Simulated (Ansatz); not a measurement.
# Pb in Ansatz: the effect of functional

The system is Pb.

```
CELL_PARAMETERS angstrom
0.00000 3.41592 3.41592
3.41592 0.00000 3.41592
3.41592 3.41592 0.00000
ATOMIC_POSITIONS crystal
Pb 0.25000 0.25000 0.25000
Pb 0.00000 0.00000 0.00000
```

This isn't the form of Pb at room conditions, which is fcc.

The cell isn't the ideal one: volume scaled by 0.98.

Alike in all runs:

| Item | Value |
| --- | --- |
| Program | Ansatz 0.2.0 |
| Task | single point |
| Potentials or basis | Ansatz PAW |
| k mesh | 7 × 7 × 7 |
| Occupations | fermi-dirac, width 0.05 eV |
| Spin | no spin polarisation |

```csv
functional,cutoff,pressure (GPa)
LDA,420 eV (not typed: the program's choice for these potentials),?
PBE,420 eV (not typed: the program's choice for these potentials),3.2
PBEsol,420 eV (not typed: the program's choice for these potentials),1.1
r2SCAN,500 eV (not typed: the program's choice for these potentials),1.8
```

Q: What does the run with functional LDA give?

A: Pressure -0.1 GPa.

Caveats: the PAW data sets come from PBE, with cores solved anew for the run's functional, which leaves a small shift of forces and pressure (some runs).
